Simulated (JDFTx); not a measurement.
Input of a JDFTx 1.7.0 (patched build) run:

File Pd.in:

```
lattice \
    0.0000000000     3.6783519016     3.6783519016 \
    3.6783519016     0.0000000000     3.6783519016 \
    3.6783519016     3.6783519016     0.0000000000
coords-type Lattice
ion Pd     0.0000000000     0.0000000000     0.0000000000 1

ion-species pseudo/Pd.upf
elec-cutoff 41
elec-ex-corr gga-PBEsol
kpoint-folding 12 12 12
elec-smearing Fermi 0.0018374661
elec-n-bands 15
electronic-SCF nIterations 100 energyDiffThreshold 1e-09
electronic-minimize nIterations 30 energyDiffThreshold 1e-7
converge-empty-states yes
forces-output-coords Cartesian

dump-name run.$VAR
dump End Ecomponents EigStats BandEigs Kpoints Forces Stress ElecDensity Dtot KEdensity
```

Potentials or basis: PseudoDojo-SR-PBEsol-0.4.1-standard with smoothed tails.

Launch:

```sh
$ jdftx -c 1 -i Pd.in -o Pd.out
```

(1) What does it give for the pressure?

(2) Estimate the band gap on the k mesh.

Answers

(1) -3.0 GPa.

(2) none (metal or under the smearing width).

Caveat: this set's palladium file may shift the pressure by some GPa.
